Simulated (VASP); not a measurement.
Here is a VASP 6.6.1 calculation.

The input INCAR:

```
ALGO     = Normal         # electronic algorithm
EDIFF    = 1E-6           # SCF threshold, eV
EDIFFG   = -0.03          # ionic threshold
ENCUT    = 400            # plane-wave cutoff, eV
GGA      = PE             # functional
IBRION   = 2              # ionic algorithm
ISIF     = 2              # what is computed and relaxed
ISMEAR   = 0              # smearing method
ISPIN    = 2              # spin polarisation
ISYM     = 0            
IVDW     = 12             # dispersion correction
LASPH    = T              # aspherical terms in the spheres
LCHARG   = F              # write CHGCAR
LORBIT   = 11             # projections on sites
LREAL    = F              # projectors in reciprocal space
LWAVE    = F              # write WAVECAR
MAGMOM   = 0.5            # initial moments
NELM     = 80             # most SCF steps
NSW      = 120            # ionic steps
NUPDOWN  = 1              # fixed moment
PREC     = Accurate       # precision mode
SIGMA    = 0.01           # smearing width, eV
```

File KPOINTS:

```
k-points
0
Gamma
  1 1 1
```

The input POSCAR:

```
Cs
1.0
   10.5000000000      0.0000000000      0.0000000000
    0.0000000000     11.0000000000      0.0000000000
    0.0000000000      0.0000000000     11.5000000000
Cs
1
Selective dynamics
Direct
    0.5000000000      0.5045454545      0.5000000000  F F F
```

Potentials or basis: VASP PAW PBE potentials, release 64 (Cs_sv).

Command:

```bash
$ cat potpaw_PBE.64/Cs_sv/POTCAR > POTCAR
$ mpirun -np 1 vasp_gam > vasp.out
```

Problem. What does it give for the dispersion energy per atom?

Solution. -0.020 eV.

Final structure:
```
Cs
1.0
    10.50000    0.00000    0.00000
     0.00000   11.00000    0.00000
     0.00000    0.00000   11.50000
Cs
1
Direct
  0.50000 0.50455 0.50000
```

Caveat: the relaxation stopped at its first step, so nothing moved; the total moment is fixed, so each spin has its own Fermi level. Spin-orbit coupling is left out, which matters for the levels of Cs.
